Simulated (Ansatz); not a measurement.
Si2Ni:

```xyz
3
Lattice="0.0000 2.7030 2.7030 2.7030 0.0000 2.7030 2.7030 2.7030 0.0000" Properties=species:S:1:pos:R:3 pbc="T T T"
Ni    0.0000    0.0000    0.0000
Si    4.0545    4.0545    4.0545
Si    1.3515    1.3515    1.3515
```

Program: Ansatz 0.2.0. Alike in all runs: spin collinear, ferromagnetic start; cell as given; k mesh 9 × 9 × 9; cutoff (eV) 269; smearing fermi-dirac 0.05 eV; basis error allowed 0.002 eV/atom.

Problem. Order these runs on this cell by their pressure, lowest first.
A. level PBEsol+U; potentials or basis all-electron LAPW, scalar-relativistic; U Ni d U = 4 eV
B. level PBE; potentials or basis all-electron LAPW, scalar-relativistic
C. level PBEsol; potentials or basis all-electron LAPW, non-relativistic
D. level LDA; potentials or basis all-electron LAPW, scalar-relativistic

Solution. D (-4.3 GPa), A (-1.2 GPa), C (0.7 GPa), B (3.8 GPa).

Caveats: the magnetic state may not be the lowest (some runs); U is the effective U less J, on atomic orbitals that reach past the spheres (some runs); the U is typed as a test and isn't derived for this compound (some runs).

Not every run made on this cell is shown here.
